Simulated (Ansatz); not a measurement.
Rigid-band transport of added carriers in AlN — Ansatz, plane waves and PAW

Space group P6_3mc (No. 186), 4 atoms in the cell of the first input below: a = 3.111 Å, b = 3.111 Å, c = 4.979 Å, α = 90.00°, β = 90.00°, γ = 120.00°.

The structure is a measured one, not always of the ambient phase, with its volume kept and shape and atoms relaxed (pressure 0.6 GPa with this functional, without spin–orbit coupling). Functional: PBEsol.

Spin–orbit coupling is left out. Kohn–Sham gap between the band edges found on a fine mesh: 4.12 eV.

Levels at points 0.012 Å⁻¹ about the band edges give the masses:

```yaml
crystal:
  lattice:
    - [3.1107381234, 0.0, 0.0]
    - [-1.5553690617, 2.6939782394, 0.0]
    - [0.0, 0.0, 4.9788426555]
  atoms:
    - { symbol: Al, position: [0.3333333333, 0.6666666667, 0.0015510624] }
    - { symbol: Al, position: [0.6666666667, 0.3333333333, 0.5015510624] }
    - { symbol: "N", position: [0.3333333333, 0.6666666667, 0.3834489376] }
    - { symbol: "N", position: [0.6666666667, 0.3333333333, 0.8834489376] }
basis:
  ecutwfc: 420
  ecutrho_ratio: 4
kpoints:
  mp_grid: { grid: [12, 12, 8] }
hamiltonian:
  xc: pbesol
scf:
  occupations: { method: gaussian, width: 0.05 }
output:
  forces: true
  stress: true
  eigenvalues: true
  eigenstates:
    kpoints:
      - [0.0, 0.0, 0.0]
      - [0.005941072, -0.002970536, 0.0]
      - [-0.005941072, 0.002970536, 0.0]
      - [0.0, 0.005145119, 0.0]
      - [0.0, -0.005145119, 0.0]
      - [0.0, 0.0, 0.009508889]
      - [0.0, 0.0, -0.009508889]
      - [0.004200972, 0.001537663, 0.0]
      - [-0.004200972, -0.001537663, 0.0]
      - [0.004200972, -0.002100486, 0.0067238]
      - [-0.004200972, 0.002100486, -0.0067238]
      - [0.0, 0.003638149, 0.0067238]
      - [0.0, -0.003638149, -0.0067238]
      - [0.00343008, 0.001255496, 0.00548996]
      - [-0.00343008, -0.001255496, -0.00548996]
      - [0.0, 0.0, 0.0]
      - [0.005941072, -0.002970536, 0.0]
      - [-0.005941072, 0.002970536, 0.0]
      - [0.0, 0.005145119, 0.0]
      - [0.0, -0.005145119, 0.0]
      - [0.0, 0.0, 0.009508889]
      - [0.0, 0.0, -0.009508889]
      - [0.004200972, 0.001537663, 0.0]
      - [-0.004200972, -0.001537663, 0.0]
      - [0.004200972, -0.002100486, 0.0067238]
      - [-0.004200972, 0.002100486, -0.0067238]
      - [0.0, 0.003638149, 0.0067238]
      - [0.0, -0.003638149, -0.0067238]
      - [0.00343008, 0.001255496, 0.00548996]
      - [-0.00343008, -0.001255496, -0.00548996]
    de_dk: true
    e_range: [-2.660636558853, 2.660636558851]
```

```bash
ansatz run input.yaml --threads 4 --pin off --max-ram 9216MiB --backend cpu --events-out ev --progress --plain --runs-dir out
```

Time: 3.2 s on 4 threads of AMD EPYC (Zen 3) (shared host), peak memory 0.39 GiB.

Edges at k = (0.000, 0.000, 0.000) and (0.000, 0.000, 0.000); masses in electron masses along fixed Cartesian directions (which need not be the axes of a valley), negative for hole-like bands, for at most the three nearest levels of the same spin at these k-points, within 0.3 eV:

| edge | band | from the edge (meV) | degeneracy | x | y | z | 111 |
| --- | --- | --- | --- | --- | --- | --- | --- |
| valence | 1 | 0 | 1 | -4.5 | -4.5 | -0.242 | -0.657 |
| valence | 2 | 223 | 2 | -20 | -20 | -3.6 | -7.9 |
| valence | 3 | 223 | 2 | -0.300 | -0.300 | -3.6 | -0.431 |
| conduction | 1 | 0 | 1 | 0.300 | 0.300 | 0.288 | 0.296 |

These curvatures agree with the slopes at the same points. They hold at the edge alone, and further out the bands need not be parabolic. Degenerate bands can be warped: each is named by its order in energy along a direction and has no mass tensor of its own.

The states of the whole zone with their velocity products:

```yaml
crystal:
  lattice:
    - [3.1107381234, 0.0, 0.0]
    - [-1.5553690617, 2.6939782394, 0.0]
    - [0.0, 0.0, 4.9788426555]
  atoms:
    - { symbol: Al, position: [0.3333333333, 0.6666666667, 0.0015510624] }
    - { symbol: Al, position: [0.6666666667, 0.3333333333, 0.5015510624] }
    - { symbol: "N", position: [0.3333333333, 0.6666666667, 0.3834489376] }
    - { symbol: "N", position: [0.6666666667, 0.3333333333, 0.8834489376] }
basis:
  ecutwfc: 420
  ecutrho_ratio: 4
kpoints:
  mp_grid: { grid: [12, 12, 8] }
hamiltonian:
  xc: pbesol
scf:
  occupations: { method: gaussian, width: 0.05 }
output:
  forces: true
  stress: true
  eigenvalues: true
  states_by_energy: { minimum_broadening: 0.05 }
```

```bash
ansatz run input.yaml --threads 4 --pin off --max-ram 9216MiB --backend cpu --events-out ev --progress --plain --runs-dir out
```

Time: 66 s on 4 threads of AMD EPYC (Zen 3), with other jobs on the host, peak memory 0.84 GiB.

From that table, at a constant relaxation time τ with Fermi–Dirac weights and rigid bands:

```csv
T (K),doping (cm⁻³),μ − E_F (eV),σ_xx/τ (10²⁰/Ω m s),S_xx (μV/K),Lorenz (10⁻⁸ V²/K²),"ħω_p,xx (eV)"
600,n 1e19,2.065,0.00862,-237,1.90,0.205
600,p 1e19,-1.909,0.000833,517,2.87,0.064
600,n 1e20,2.294,0.0795,-84,2.20,0.624
600,p 1e20,-2.035,0.00842,325,2.89,0.203
600,n 1e21,2.821,0.554,-69,2.83,1.646
600,p 1e21,-2.208,0.0906,178,2.84,0.666
900,n 1e19,2.007,0.00831,-290,1.92,0.202
900,p 1e19,-1.770,0.000906,612,2.90,0.067
900,n 1e20,2.276,0.0775,-121,2.22,0.616
900,p 1e20,-1.953,0.00912,417,2.87,0.211
900,n 1e21,2.787,0.544,-96,2.98,1.632
900,p 1e21,-2.165,0.0958,243,2.64,0.685
```

Problem. Which of the dopings listed at 600 K has the largest power factor S²σ/τ along x?

Solution. n 1e19: 0.49, p 1e19: 0.22, n 1e20: 0.56, p 1e20: 0.89, n 1e21: 2.6, p 1e21: 2.9 (10¹¹ W/m K² s), so p 1e21 cm⁻³, if τ is the same for all, though the lead is small. Along z the largest is 3.9, for n 1e21 cm⁻³, as the crystal conducts unlike along its axes.

Problem. What conductivity mass along x follows from the plasma energy at 1e19 electrons per cm³ and 600 K, and how does it compare with the band-edge mass?

Solution. (ħω_p)² = ħ² n e²/(ε0 m) gives m = 0.327, against 0.300 at the edge: the two agree within a tenth.

Caveats: crystals with gaps this wide can seldom be doped to such densities with both signs of carrier, so the rows show what the bands would give; melting, decomposition and changes of phase at these temperatures weren't checked; no scattering is computed, and the gap isn't corrected.

The contrast between electrons and holes follows from orbital character. The conduction minimum is s-like with a nearly isotropic mass, whereas the wurtzite crystal field places a N p_z-like singlet at the valence top. This singlet disperses strongly along the polar axis but is heavy in the plane, so holes conduct less than electrons along x at every listed density and temperature. Their larger density of states also gives the larger Seebeck coefficient at equal density.

On heating, σ/τ along x rises for holes but falls slightly for electrons in every pair of rows. This probably reflects thermal access to the p_x,p_y-derived bands, one of which is light in the plane, and to faster states away from the edge, while electrons sample a nonparabolic conduction band.

The narrow p-type lead in power factor along x is therefore no evidence of better p-type performance: the large density of states that raises the hole Seebeck coefficient also tends to increase scattering, which could reverse the order.
